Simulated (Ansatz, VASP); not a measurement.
Two plane-wave programs on Si

```
Si
1.0
     0.00000    2.71356    2.71356
     2.71356    0.00000    2.71356
     2.71356    2.71356    0.00000
Si
2
Cartesian
  4.0703 4.0703 4.0703
  2.7136 2.7136 2.7136
```

Alike in both runs: task single point; functional PBE; k mesh 6 × 6 × 6; occupations gaussian, width 0.1 eV; no spin polarisation.

|  | VASP | Ansatz |
| --- | --- | --- |
| version | VASP 6.6.1 | Ansatz 0.2.0 |
| potentials or method | VASP PAW PBE potentials, release 64 (Si) | scalar-relativistic, plane waves, PAW |
| plane-wave cutoff (eV) | 520 | 420 |
| valence electrons in the cell | 8 | 8 |

```tsv
	VASP	Ansatz	Ansatz less VASP
gap on the k mesh at the Fermi level (eV)	0.70	0.70	-0.002
least direct gap on the mesh (eV)	2.56	2.56	-0.005
pressure (GPa)	2.2	2.3	+0.08
```

A k mesh can miss the band edges. A hybrid or GW would open this gap; PBE tends to underestimate it.
